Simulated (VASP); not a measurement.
Set up this calculation in VASP 6.6.1, as the native input.

- Task: single point
- Functional: PBE
- Dispersion: D3(BJ)
- Potentials or basis: VASP PAW PBE potentials, release 64 (Be, Se)
- Cutoff: 520 eV
- k mesh: 6 × 6 × 6
- Occupations: fermi-dirac, width 0.1 eV
- Spin: no spin polarisation
- Dipole correction: no
- Further INCAR settings: ALGO = Normal; EDIFF = 1e-07; NBANDS = 11

The structure of BeSe lies in POSCAR:

```
BeSe
1.0
    0.0000000000      2.5543566598      2.5543566598
    2.5543566598      0.0000000000      2.5543566598
    2.5543566598      2.5543566598      0.0000000000
Be Se
1 1
Direct
    0.0000000000      0.0000000000      0.0000000000
    0.2500000000      0.2500000000      0.2500000000
```

The cell was built by a generator and needn't be a form met in nature.

The input as run:

INCAR

```
ALGO = Normal ; EDIFF = 1E-7
ENCUT = 520 ; GGA = PE
ISIF = 2 ; ISMEAR = -1
IVDW = 12 ; LASPH = T
LCHARG = T ; LELF = T
LREAL = F ; LVHAR = T
LWAVE = F ; NBANDS = 11
NELM = 100 ; PREC = Accurate
SIGMA = 0.1
```

KPOINTS

```
k-points
0
Gamma
  6 6 6
```

Potentials or basis: VASP PAW PBE potentials, release 64 (Be, Se).

The run is started by

```console
$ cat potpaw_PBE.64/Be/POTCAR potpaw_PBE.64/Se/POTCAR > POTCAR
$ mpirun -np 1 vasp_std > vasp.out
```

Results of the run:

```yaml
Pressure: 0.3 GPa
Band_gap_on_the_k_mesh: 2.57 eV, indirect (least direct gap 4.52 eV)
Dispersion_energy_per_atom: -0.323 eV
```

Run time: 6.7 s on 1 thread of Intel(R) Xeon(R) Platinum 8488C (Sapphire Rapids), on a shared host, peak memory 0.17 GiB.
